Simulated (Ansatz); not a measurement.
Ansatz 0.2.0, single run: ZrO₂

Run with:

```bash
ansatz run input.yaml --threads 1 --pin off --max-ram 2560MiB --backend cpu --events-out ev --progress --plain --runs-dir out
```

The input file (Ansatz 0.2.0, plane waves):

```yaml
crystal:
  lattice:
    - [3.67027, 0.0, 0.0]
    - [0.0, 3.67027, 0.0]
    - [0.0, 0.0, 5.296081]
  atoms:
    - { symbol: O, position: [0.0, 0.5, 0.201] }
    - { symbol: O, position: [0.0, 0.5, 0.701] }
    - { symbol: O, position: [0.5, 0.0, 0.299] }
    - { symbol: O, position: [0.5, 0.0, 0.799] }
    - { symbol: Zr, position: [0.0, 0.0, 0.0] }
    - { symbol: Zr, position: [0.5, 0.5, 0.5] }
  symmetry: { tolerance: 0.0003 }
kpoints:
  mp_grid: { grid: [5, 5, 4], shift: [0, 0, 0] }
magnetization:
  spin_polarized: false
scf:
  occupations: { method: tetrahedron }
hamiltonian:
  pseudopotentials: { kind: paw }
  xc: pbe
basis:
  ecutwfc: 420
  xc_grid: 4
output:
  forces: true
  stress: true
  eigenvalues: true
```

Origin of the cell: a database entry, scaled a little.

Output (shortened):

```
Warning: output.forces, output.stress, relax.cell or npt_langevin: where a Kohn–Sham band that disperses or a degenerate level is filled in part under the method tetrahedron, the forces or th […]
band count auto-derived: 31 (N_el = 48.0; filled up to band 24; 30 by the electrons, moments and atoms)
Pseudopotentials: kind: paw
Pseudopotential: O, paw, valence charge 6, recommended cutoff 420 eV (normal), O.paw.azcp
Pseudopotential: Zr, paw, valence charge 12, recommended cutoff 420 eV (normal), Zr.paw.azcp
Functional definition: PBE
  exchange = pbe_x(kappa = kappa, mu = beta*pi^2/3)
  correlation = pbe_c(beta = beta)
Crystal: 6 atoms, lattice volume = 71.343 Å³
Basis set: ecut = 420 eV, 1409 PW (Γ), exchange–correlation on 100×100×144 points (64 copies of the dense FFT grid, shifted against one another)
Bands: 31, of which v1, the nominal top of the filled ones, is band 24 counted from 1 (23 counted from 0)
Symmetry: 16 space group operations
[… 6 lines left out …]
Initial density: superposition of atomic densities (neutral atoms: chi_scale 0, normalization atom), corrected by the library's trained network
Functional: x = pbe(κ = 0.804, μ = 0.219515), c = pbe(β = 0.066725)
SCF iter   1: F=—  HF=-10647.759954 eV  Δρ=2.92e-3  dr2=1.46e-3
SCF iter   2: F=—  HF=-10647.759619 eV  Δρ=1.50e-3  dr2=4.22e-4  defer=50
SCF iter   3: F=—  HF=-10647.759831 eV  Δρ=2.20e-4  dr2=2.25e-5  defer=50
SCF iter   4: F=—  HF=-10647.759835 eV  Δρ=1.01e-4  dr2=7.65e-6  defer=50
SCF iter   5: F=—  HF=-10647.759837 eV  Δρ=3.84e-5  dr2=1.04e-6  defer=50
SCF iter   6: F=-10647.759838 eV  HF=-10647.759838 eV  Δρ=1.38e-5  dr2=8.55e-8
SCF 1 converged in 6 iterations: F = -10647.759838 eV  dr2 = 8.55e-8
SCF converged after 6 iterations
Stability not checked: this state was not tested for a lower state beside it, because cold or Methfessel-Paxton smearing, or corrected tetrahedra, fill the levels in a way that the test cannot read (fill_not_monotonic; […]
Free energy (F): -10647.759838 eV
Harris-Foulkes:  -10647.759838 eV  (|F-HF|=8.39e-8)
Internal energy: -10647.759838 eV  (E = F + TS)
E sigma→0 (E₀):  -10647.759838 eV
Fermi energy:    10.333671 eV
--- Per-component energies (eV) ---
  E_band       = -183.466809
  E_kinetic    = 1365.702612
  E_local      = -2426.356409  (includes V_loc(G=0)·N_el)
  E_nonlocal   = 342.579838
  E_hartree    = 797.859034
  E_xc         = -621.293472
  E_vxc        = -762.066507  (∫ρ·V_xc dr)
  E_paw        = -6536.922187  (= ΣΔE_a)
  E_vpaw       = -299.061286  (= ΣTr[D̂ρ^β])
  E_aug_tail   = 0.009968  (compensation charges beyond the density's cutoff)
  E_ewald      = -3569.339223
  E_smearing   = -0.000000  (= −TS)
  Σ components = -10647.759838   (vs F -10647.759838, Δ=0.00e0)
--- Forces (eV/Å), atoms counted from 1 ---
  atom   1  O      0.000000     0.000000    -0.290735
  atom   2  O      0.000000     0.000000    -0.290735
  atom   3  O      0.000000     0.000000     0.290735
  atom   4  O      0.000000     0.000000     0.290735
  atom   5  Zr     0.000000     0.000000    -0.000000
  atom   6  Zr     0.000000     0.000000     0.000000
  max |Σ_I F_I| component: 5.55e-17 eV/Å
--- Stress (GPa, compression-positive) ---
       -9.050351       0.000000       0.000000
        0.000000      -9.050351       0.000000
        0.000000       0.000000      -6.930892
  P = ⅓ Tr σ = -8.3439 GPa (-83.439 kbar)
```

Caveats: forces and stress under tetrahedra may miss the slope of the energy.

It ran for 2.2 s on 1 thread of Intel(R) Xeon(R) Platinum 8375C CPU @ 2.90GHz (Ice Lake), on a shared host, peak memory 0.45 GiB, from the program's own first density.
